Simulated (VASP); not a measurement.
The system is B.

```
CELL_PARAMETERS angstrom
1.88524 0.00000 0.00000
0.00000 1.88524 0.00000
0.00000 0.00000 1.88524
ATOMIC_POSITIONS crystal
B 0.50000 0.50000 0.50000
```

The cell was built by a generator and needn't be a form met in nature.

Base run:

```yaml
Program: VASP 6.6.1
Functional: revPBE
Potentials_or_basis: VASP PAW PBE potentials, release 64 (B)
Cutoff: 520 eV
k_mesh: 14 × 14 × 14
Occupations: fermi-dirac, width 0.05 eV
Spin: no spin polarisation
```

Its results: pressure 3.2 GPa.

Question: The run is repeated on the same cell with these changes: functional from revPBE to PBE. What comes out?

Answer: Pressure 0.4 GPa.

PBE binds more tightly than revPBE, so the same cell stands under less pressure.

Caveats: the PAW data sets were made with another functional, which shifts forces and pressure a little (some runs).
